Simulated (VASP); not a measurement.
Crystal: MgH2.

```
Mg H
1.0
     0.00000    2.36496    2.36496
     2.36496    0.00000    2.36496
     2.36496    2.36496    0.00000
Mg H
1 2
Cartesian
  0.0000 0.0000 0.0000
  1.1825 1.1825 1.1825
  3.5474 3.5474 3.5474
```

The cell was built by a generator and needn't be a form met in nature.

Base run:

- Program: VASP 6.6.1
- Functional: PBE
- Potentials or basis: VASP PAW PBE potentials, release 64 (Mg, H)
- Cutoff: 520 eV
- k mesh: 8 × 8 × 8
- Occupations: fermi-dirac, width 0.02 eV
- Spin: no spin polarisation

Its results: band gap on the k mesh none (metal or under the smearing width); pressure 0.5 GPa.

**Question.** The run is repeated on the same cell with these changes: functional from PBE to r2SCAN; further incar settings from ALGO = Normal; EDIFF = 1e-07; NBANDS = 9 to ALGO = Normal; EDIFF = 1e-06; NBANDS = 9. What comes out?

**Answer.** Band gap on the k mesh none (metal or under the smearing width); pressure -0.6 GPa.

Caveats: the PAW data sets were made with another functional, which shifts forces and pressure a little (some runs).
